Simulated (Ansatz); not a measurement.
# CsPbCl3 (model cell, started as cubic perovskite with Pb in the octahedra): a soft mode frozen in, part 3 of 3

Wanted: the energy along a soft mode of CsPbCl3 (model cell, started as cubic perovskite with Pb in the octahedra) and the structure at the end.

Ansatz 0.2.0; DFT PBE, scalar-relativistic, plane waves, PAW; PAW set soft_1.

So far. Step 5 (Energy along the mode, all amplitudes (two of the runs …): The lowest of the steps tried is at 0.45 Å, 8.33 meV/atom below the parent; the bottom of the well need not coincide with a step. Step 7 (The new phase in its own primitive cell): The largest force component left is 0.48 meV/Å and the pressure is -0.009 GPa, within the tolerances set. The cell now holds 36.99 Å³/atom. The relaxed cell has a = 8.125, c = 19.408 Å (conventional setting).

### 8. Modes of the new phase, k-mesh 6×6×6

A relaxed structure may still be a saddle point, so its zone-centre modes are computed. The response to a homogeneous field gives the Born charges and the dielectric tensor.

input.yaml

```yaml
crystal:
  lattice:
    - [4.0626493461, 2.3455716936, 6.4692838545]
    - [-4.0626493461, 2.3455716936, 6.4692838545]
    - [0.0, -4.6911433872, 6.4692838545]
  atoms:
    - { symbol: Cs, position: [0.75, 0.75, 0.75] }
    - { symbol: Cs, position: [0.25, 0.25, 0.25] }
    - { symbol: Pb, position: [0.5, 0.5, 0.5] }
    - { symbol: Pb, position: [0.0, 0.0, 0.0] }
    - { symbol: Cl, position: [0.3124766136, 0.75, 0.1875233864] }
    - { symbol: Cl, position: [0.6875233864, 0.25, 0.8124766136] }
    - { symbol: Cl, position: [0.1875233864, 0.3124766136, 0.75] }
    - { symbol: Cl, position: [0.8124766136, 0.6875233864, 0.25] }
    - { symbol: Cl, position: [0.25, 0.8124766136, 0.6875233864] }
    - { symbol: Cl, position: [0.75, 0.1875233864, 0.3124766136] }
kpoints:
  mp_grid: { grid: [6, 6, 6] }
hamiltonian:
  xc: pbe
  pseudopotentials: { kind: paw, azcp: { folder: soft_1 } }
scf:
  occupations: { method: fixed }
output:
  eigenvalues: true
phonons:
  method: dfpt
  dielectric: true
  rigid_motions: translations
```

On the command line:

```sh
$ ansatz run input.yaml --threads 8 --pin off --max-ram 16384MiB --backend cpu --events-out ev --progress --plain --runs-dir out
```

Numbers of over 12 decimals in the logs are rounded to 6 here.

The log of the run:

```text
[...]
Crystal: 10 atoms, lattice volume = 369.884 Å³
Basis set: ecut = 420 eV, 7209 PW (Γ), exchange–correlation on 108×108×108 points (8 copies of the dense FFT grid, shifted against one another)
Bands: 54, of which v1, the nominal top of the filled ones, is band 44 counted from 1 (43 counted from 0)
Symmetry: 12 space group operations
k-points: 112 of 216 (irreducible under 1 space group operation, time reversal used)
[...]
SCF iter   1: F=—  HF=-41654.194279 eV  |F-HF|=—  |Δ(HF+E_count)|=         —  Δρ=2.30e-2  dr2=4.74e0  ethr=3.10e-3  ⟨swp⟩=6.2  Hψ=23231  notcnv=0  defer=782
[...]
SCF iter  10: F=-41651.909028 eV  HF=-41651.909028 eV  |F-HF|=6.55e-11  |Δ(HF+E_count)|=   1.19e-9  Δρ=6.54e-8  dr2=2.70e-11  ethr=1.00e-12  ⟨swp⟩=21.5  Hψ=51323  notcnv=0
SCF 1 converged in 10 iterations: F = -41651.909028 eV  dr2 = 2.70e-11
[...]
NSCF: frozen V_eff on 6 k-points
DFPT response loops at Γ: preconditioner auto → Resta (q_TF=auto, 2.148 Å⁻¹)  ε∞=4.9 (no band partly filled); β = 1.00, the filter's whole step (`scf.mixing.beta` (0.50) is not read by the response loops at its default; to damp them type it under 1.00, their step now; it binds the ground state too); Broyden in place of MSR1
── the response to a field inside a basis, on 6×6×6 k-points: an SCF that follows is theirs, and a resumed run solves both again ──
Bands: 45, of which v1, the nominal top of the filled ones, is band 44 counted from 1 (43 counted from 0)
k-points: 28 of 216
[...]
Eigensolver: Dense (28 Hₖ)
SCF iter   1: F=—  HF=-41651.529945 eV  |F-HF|=—  |Δ(HF+E_count)|=         —  Δρ=2.98e-4  dr2=1.63e-4  ethr=1.00e-1
[...]
SCF iter   5: F=-41651.530039 eV  HF=-41651.530039 eV  |F-HF|=3.11e-9  |Δ(HF+E_count)|=   2.55e-7  Δρ=7.92e-7  dr2=4.34e-9  ethr=2.04e-10
SCF 1 converged in 5 iterations: F = -41651.530039 eV  dr2 = 4.34e-9
[...]
SCF converged after 10 iterations
Free energy (F): -41651.909028 eV
[...]
Internal energy: -41651.909028 eV  (E = F + TS)
E sigma→0 (E₀):  -41651.909028 eV
Fermi energy:    2.998916 eV
[...]
--- Band table (eV; the first three rows and the last of 112) ---
  k-point 0: bands = [... 40 lower, 1.4201, 1.4201, 1.4659, 2.9989, 5.4582, 5.5309, 5.5309, 7.2116, ... 6 higher]
  k-point 1: bands = [... 40 lower, 1.3974, 1.4027, 1.4683, 2.6966, 5.6730, 5.7627, 5.8410, 7.3817, ... 6 higher]
  k-point 2: bands = [... 40 lower, 1.3422, 1.3649, 1.4701, 2.0827, 6.2282, 6.3617, 6.5217, 7.5942, ... 6 higher]
  k-point 111: bands = [... 40 lower, 1.2203, 1.2203, 1.6655, 1.6655, 7.0839, 7.0839, 7.2015, 7.2015, ... 6 higher]
--- Phonons (Γ-DFPT): 6 representative perturbations + reference, on 112 of 216 k-points (Σ response iterations 20) ---
  k mesh reduced under 1 symmetry operation, with k and −k counted as one. Each operation leaves every solved perturbation unchanged. A smaller set is not considered because the run solves the response to a homogeneous field
  ASR residual: 6.295e-5 → 0.000e0 eV/Å²; symmetrization residual: 2.877e-5 eV/Å²
  ASR residual per site (eV/Å²): 2.31e-5 2.31e-5 3.31e-5 3.31e-5 6.29e-5 6.29e-5 6.29e-5 6.29e-5 6.29e-5 6.29e-5
  Γ frequencies (cm⁻¹): -19.77 -19.77 0.00 0.00 0.00 4.48 18.71 27.17 27.17 46.93 46.93 48.10 48.10 55.84 67.33 71.47 71.47 74.42 81.90 90.29 92.55 94.96 94.96 98.42 98.42 101.39 101.39 182.71 182.71 235.00
  ε∞ (high-frequency dielectric tensor):
        3.649605     0.000000     0.000000
        0.000000     3.649605    -0.000000
        0.000000    -0.000000     3.554801
  softest optical mode at Γ: -19.77 cm⁻¹; the repairs (sum rule, projections) moved no ω² at Γ by more than (2.72 cm⁻¹)²
  Born effective charges Z* (e; rows j = field, columns β = displacement):
    site 0:
         1.32308   -0.00000    0.00000
        -0.00000    1.32308    0.00000
         0.00000    0.00000    1.24341
    site 1:
         1.32308   -0.00000    0.00000
        -0.00000    1.32308    0.00000
         0.00000    0.00000    1.24341
    site 2:
         3.82267   -0.37792    0.00000
         0.37792    3.82267   -0.00000
         0.00000   -0.00000    3.58203
    site 3:
         3.82267    0.37792    0.00000
        -0.37792    3.82267   -0.00000
         0.00000   -0.00000    3.58203
    site 4:
        -2.16013    0.77055   -1.08051
         0.77055   -1.27037    0.62383
        -1.12572    0.64994   -1.60848
    site 5:
        -2.16013    0.77055   -1.08051
         0.77055   -1.27037    0.62383
        -1.12572    0.64994   -1.60848
    site 6:
        -0.82550   -0.00000   -0.00000
        -0.00000   -2.60501   -1.24767
        -0.00000   -1.29987   -1.60848
    site 7:
        -0.82550   -0.00000   -0.00000
        -0.00000   -2.60501   -1.24767
        -0.00000   -1.29987   -1.60848
    site 8:
        -2.16013   -0.77055    1.08051
        -0.77055   -1.27037    0.62383
         1.12572    0.64994   -1.60848
    site 9:
        -2.16013   -0.77055    1.08051
        -0.77055   -1.27037    0.62383
         1.12572    0.64994   -1.60848
  Z* charge neutrality: 3.847e-2 e pre-enforcement
  solved inside a basis spanned on kpoints, on 6×6×6 k-points, its susceptibility summed on 10×10×10: ε∞ is read to err by 9.4e-3, Z* by 2.1e-2 e (field_mesh: kpoints solves on kpoints); Z* is corrected for what the basis lacks
  optical modes at Γ without the LO–TO term, one row a degenerate level:
      ω (cm⁻¹)  modes    IR ((D/Å)²/amu)
        -19.77      2             0.0000
          4.48      1             1.1522
         18.71      1             0.0000
         27.17      2             2.0923
         46.93      2             0.0000
         48.10      2             2.1413
         55.84      1             0.5976
[...]
optical modes at Γ + LO–TO along q̂ = [1.0000, 0.0000, 0.0000]:
      ω (cm⁻¹)  modes    IR ((D/Å)²/amu)
[...]
optical modes at Γ + LO–TO along q̂ = [0.0000, 1.0000, 0.0000]:
      ω (cm⁻¹)  modes    IR ((D/Å)²/amu)
[...]
optical modes at Γ + LO–TO along q̂ = [0.0000, 0.0000, 1.0000]:
      ω (cm⁻¹)  modes    IR ((D/Å)²/amu)
[...]
57.15      1             0.0136
         67.33      1             0.0000
         71.47      2            11.1058
         74.42      1             0.0000
         81.90      1             0.0000
         92.55      1             0.0000
         94.96      2             2.2671
         98.42      2            25.4184
        101.39      2             0.0000
        182.71      2             0.0000
        200.59      1            20.0397
        235.00      1             0.0000
```

The job ended after 8 min (8 threads of Arm Neoverse V1, shared host; peak memory 8.8 GiB).

Numbers from this step:

```yaml
sum_rule_residual_before_enforcement: 6.29e-5 eV/Å²
miss_of_the_charge_sum_rule: 0.03847 e
estimated_error_of_the_dielectric_tensor: 0.009404
estimated_error_of_the_born_charges: 0.02128 e
point_group: -3m
highest_optical_mode_at_the_zone_centre_no_lo_to_term: 235 cm⁻¹
lowest_optical_zone_centre_mode: -19.77 cm⁻¹
mean_high_frequency_dielectric_constant: 3.618
largest_born_charge_third_of_the_trace: 3.742 e
top_of_the_zone_centre_spectrum_with_the_field: 235 cm⁻¹
```

Without the LO-TO term. Patterns of degenerate modes are one choice out of their space. The modes at Γ (shares of kinetic energy by element, %) (negative means imaginary):

| mode | frequency (cm⁻¹) | symmetry | Cs % | Pb % | Cl % |
| --- | --- | --- | --- | --- | --- |
| 1 | -19.8 | Eg | 14 | 0 | 86 |
| 2 | -19.8 | Eg | 14 | 0 | 86 |
| 3 | 0.0 | acoustic | 30 | 46 | 24 |
| 4 | 0.0 | acoustic | 30 | 46 | 24 |
| 5 | 0.0 | acoustic | 30 | 46 | 24 |
| 6 | 4.5 | A2u | 62 | 7 | 31 |
| 7 | 18.7 | A2g | 97 | 0 | 3 |
| 8 | 27.2 | Eu | 28 | 5 | 66 |
| 9 | 27.2 | Eu | 28 | 5 | 66 |
| 10 | 46.9 | Eg | 85 | 0 | 15 |
| 11 | 46.9 | Eg | 85 | 0 | 15 |
| 12 | 48.1 | Eu | 31 | 39 | 31 |
| 13 | 48.1 | Eu | 31 | 39 | 31 |
| 14 | 55.8 | A2u | 8 | 33 | 58 |
| 15 | 67.3 | A1g | 0 | 0 | 100 |
| 16 | 71.5 | Eu | 11 | 36 | 54 |
| 17 | 71.5 | Eu | 11 | 36 | 54 |
| 18 | 74.4 | A1u | 0 | 39 | 61 |
| 19 | 81.9 | A2g | 3 | 0 | 97 |
| 20 | 90.3 | A2u | 0 | 13 | 87 |
| 21 | 92.5 | A1u | 0 | 61 | 39 |
| 22 | 95.0 | Eu | 0 | 68 | 31 |
| 23 | 95.0 | Eu | 0 | 68 | 31 |
| 24 | 98.4 | Eu | 0 | 6 | 94 |
| 25 | 98.4 | Eu | 0 | 6 | 94 |
| 26 | 101.4 | Eg | 0 | 0 | 100 |
| 27 | 101.4 | Eg | 0 | 0 | 100 |
| 28 | 182.7 | Eg | 0 | 0 | 100 |
| 29 | 182.7 | Eg | 0 | 0 | 100 |
| 30 | 235.0 | A2g | 0 | 0 | 100 |

Displacements in mode 2 (-19.8 cm⁻¹), the largest set to 1:
```
Cs1 -0.05 -0.34  0.00
Cs2  0.05  0.34  0.00
Pb3  0.00  0.00  0.00
Pb4  0.00  0.00  0.00
Cl5 -0.01 -0.52 -0.37
Cl6  0.01  0.52  0.37
Cl7 -0.07 -0.70  1.00
Cl8  0.07  0.70 -1.00
Cl9  0.19  0.55  0.63
Cl10-0.19 -0.55 -0.63
```

Displacements in mode 30 (235.0 cm⁻¹), the largest set to 1:
```
Cs1  0.00  0.00  0.00
Cs2  0.00  0.00  0.00
Pb3  0.00  0.00  0.00
Pb4  0.00  0.00  0.00
Cl5  0.87 -0.50  0.72
Cl6 -0.87  0.50 -0.72
Cl7  0.00  1.00  0.72
Cl8  0.00 -1.00 -0.72
Cl9  0.87  0.50 -0.72
Cl10-0.87 -0.50  0.72
```

Optical modes at the zone centre, without and with the macroscopic field of the longitudinal modes; each column is sorted by frequency, so a row need not hold one and the same mode. Modes with and without the field, by row:

| rank among optical modes | no field (cm⁻¹) | q along (1, 0, 0) (cm⁻¹) | q along (0, 0, 1) (cm⁻¹) |
| --- | --- | --- | --- |
| 1 | -19.8 | -19.8 | -19.8 |
| 2 | -19.8 | -19.8 | -19.8 |
| 3 | 4.5 | 4.5 | 18.7 |
| 4 | 18.7 | 18.7 | 19.5 |
| 5 | 27.2 | 27.2 | 27.2 |
| 6 | 27.2 | 31.3 | 27.2 |
| 7 | 46.9 | 46.9 | 46.9 |
| 8 | 46.9 | 46.9 | 46.9 |
| 9 | 48.1 | 48.1 | 48.1 |
| 10 | 48.1 | 50.7 | 48.1 |
| 11 | 55.8 | 55.8 | 57.1 |
| 12 | 67.3 | 67.3 | 67.3 |
| 13 | 71.5 | 71.5 | 71.5 |
| 14 | 71.5 | 74.4 | 71.5 |
| 15 | 74.4 | 79.8 | 74.4 |
| 16 | 81.9 | 81.9 | 81.9 |
| 17 | 90.3 | 90.3 | 92.5 |
| 18 | 92.5 | 92.5 | 95 |
| 19 | 95 | 95 | 95 |
| 20 | 95 | 95.3 | 98.4 |
| 21 | 98.4 | 98.4 | 98.4 |
| 22 | 98.4 | 101.4 | 101.4 |
| 23 | 101.4 | 101.4 | 101.4 |
| 24 | 101.4 | 182.7 | 182.7 |
| 25 | 182.7 | 182.7 | 182.7 |
| 26 | 182.7 | 204.6 | 200.6 |
| 27 | 235 | 235 | 235 |

Born charge (rows field, columns displacement) (e), principal values of the symmetric part by kind of site:

| atom | atoms with these values | low | middle | high | mean |
| --- | --- | --- | --- | --- | --- |
| Cs1 | 2 | 1.24 | 1.32 | 1.32 | 1.30 |
| Pb3 | 2 | 3.58 | 3.82 | 3.82 | 3.74 |
| Cl5 | 6 | -3.47 | -0.83 | -0.74 | -1.68 |

In full for Pb3:

```
 3.82 -0.38  0.00
 0.38  3.82  0.00
 0.00  0.00  3.58
```

High-frequency dielectric tensor:

```
3.65 0.00 0.00
0.00 3.65 0.00
0.00 0.00 3.55
```

Transverse modes; imaginary modes are left out. Lines of the infrared spectrum (strongest = 100):

| position (cm⁻¹) | relative intensity |
| --- | --- |
| 4 | 4.5 |
| 19 | 0.0 |
| 27 | 8.2 |
| 47 | 0.0 |
| 48 | 8.4 |
| 56 | 2.4 |
| 67 | 0.0 |
| 72 | 44 |
| 74 | 0.0 |
| 82 | 0.0 |
| 90 | 72 |
| 93 | 0.0 |
| 95 | 8.9 |
| 98 | 100 |
| 101 | 0.0 |
| 183 | 0.0 |
| 235 | 0.0 |

Before it was imposed, the acoustic sum rule was missed by 6.3e-5 eV/Å² and the charge sum rule by 0.038 e. The charge miss is large and points to the mesh or the basis. The lowest optical mode is imaginary, 19.8i cm⁻¹, so the energy falls along it.

### 9. Results

* unstable mode of the parent: q = (-0.5, -0.5, -0.5), 44i cm⁻¹
* depth at the lowest point sampled: 8.33 meV/atom
* largest atomic shift at that point: 0.45 Å
* space group reached (within 0.01 Å): R-3c
* energy gained over the parent (first relaxation, on the mesh of the frozen mode): 9.68 meV/atom
* volume per atom, phase reached: 37.0 Å³
* gap on the k-mesh, phase reached: 2.46 eV
* lowest optical zone-centre mode, phase reached: -19.8 cm⁻¹
* highest optical mode at the zone centre (no LO-TO term), phase reached: 235 cm⁻¹

In words: Along this mode the structure falls into R-3c, 9.68 meV/atom below the parent. At the parent's cell the well is 8.329 meV/atom deep on the steps tried, with its lowest point at a shift of 0.45 Å. Relaxing atoms and cell changes the gain by +1.35 meV/atom against the lowest step (energies at zero smearing). The new phase still has an imaginary mode at the zone centre of its cell, so it is a saddle point on the way to a lower structure. Of the 4 patterns followed to their end from this parent, this one ends 1.12 meV/atom above the lowest, I4/mcm. Another end point lies within 1 meV/atom; how such a difference moves with mesh and cutoff was not tested. Each path keeps the symmetry of its pattern, so a lower phase may lie along a pattern not tried. Spin-orbit coupling is left out, which can matter for the heavy elements here. The starting cell was built on a prototype and not taken from a measurement, so the phase need not exist.

[Logs are printed without paths, hosts, clocks, repeated set-up lines and the standing remarks that a program may print on its own settings, such as how far it seeks lower states.]

[Hosts, paths, dates, database ids (printed as entryN), source tags and the programs' standing remarks are cut or masked in the printed files.]
